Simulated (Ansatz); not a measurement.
Input of an Ansatz 0.2.0 run:

input

```
crystal:
  lattice:
    - [4.5664, 0.0, 0.0]
    - [-2.2832, 3.95462, 0.0]
    - [0.0, 0.0, 2.83374]
  atoms:
    - { symbol: As, position: [0.33333, 0.66667, 0.0] }
    - { symbol: As, position: [0.66667, 0.33333, 0.0] }
hamiltonian:
  xc: r2scan0
  pseudopotentials: { kind: paw }
kpoints:
  mp_grid: { grid: [4, 4, 5] }
scf:
  occupations: { method: fermi_dirac, width: 0.05 }
output:
  forces: true
  stress: true
  eigenvalues: true
  write_density: true
  write_potential: true
  elf: true
  volumetric_format: npy
```

**Question.** Estimate the band gap on the k mesh.

**Answer.** None (metal or under the smearing width).

**Question.** Predict the pressure.

**Answer.** -3.8 GPa.

Stress tensor (GPa, compression positive):
```
-6.78  0.00  0.00
 0.00 -6.78  0.00
 0.00  0.00  2.03
```

Caveat: the k mesh is coarse (spacing up to 0.44 Å⁻¹), so the values aren't converged, least of all with exact exchange; the PAW data sets come from PBE, with cores solved anew for the run's functional, which leaves a small shift of forces and pressure; the thresholds are loose for stress.
